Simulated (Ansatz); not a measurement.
# CoSn: how the free axis answers a strain

CoSn, P6/mmm, a = 5.220 Å, c = 4.168 Å. The structure is a Materials Project entry; whether it is the stable form wasn't checked. Ansatz: PBEsol, PAW, 420 eV, Γ-centred 12×12×8 mesh on 6 atoms, Gaussian smearing 0.10 eV; no spin polarisation. Series: biaxial strain in the a-b plane, c and atoms relaxed; x is the strain in per cent. y is the change of c in per cent of 4.168 Å.

```
x (%) y (%)
 -6.0   3.53
 -4.0   2.23
 -2.0      ?
  0.0   0.00
  2.0  -1.00
  4.0  -1.97
  6.0  -2.96
```

Task: Fit y = c1 x + c2 x² to the other rows, say what c1 measures, and predict the missing y.

Result: Least squares on the rows shown. y = −0.5352 x + 0.008001 x². With no stress along c, c1 = −2C13/C33 = -0.535. With a term in x³ added, the coefficient of x becomes -0.5124, 4 % less, which shows how far this figure hangs on the form. At x = -2.0 the fit asked for gives 1.10 %. The run gave 1.06 %, so the fit is 0.04 % too high, within twice the rms miss on the fitted rows (0.04 %).

Spin polarisation was left out, and a magnetic state may lie lower.